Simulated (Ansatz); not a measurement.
A run of Ansatz 0.2.0:

input.yaml

```yaml
crystal:
  lattice:
    - [0.0, 2.72525, 2.72525]
    - [2.72525, 0.0, 2.72525]
    - [2.72525, 2.72525, 0.0]
  atoms:
    - { symbol: Ga, position: [0.0, 0.0, 0.0] }
    - { symbol: P, position: [0.75, 0.75, 0.75] }
hamiltonian:
  xc: lda
  pseudopotentials: { kind: paw }
kpoints:
  mp_grid: { grid: [6, 6, 6] }
scf:
  occupations: { method: fixed }
output:
  forces: true
  stress: true
elastic:
  mode: relaxed_ion
  stencil: two_point
```

Potentials or basis: Ansatz PAW.

Command:

```bash
$ ansatz run input.yaml --threads 2 --pin off --max-ram 5632MiB --backend cpu --events-out ev --progress --plain --runs-dir out
```

Hardware: 2 threads of Intel(R) Xeon(R) Processor @ 2.50GHz (Skylake/Cascade Lake), on a shared host.

Question: How long does it take, and how much memory?

Answer: It took 25 s on 2 threads of Intel(R) Xeon(R) Processor @ 2.50GHz (Skylake/Cascade Lake) (shared host), peak memory 0.36 GiB. Counts: scf iterations 64, plane waves 749, k points 16, bands 13, ion steps 5.
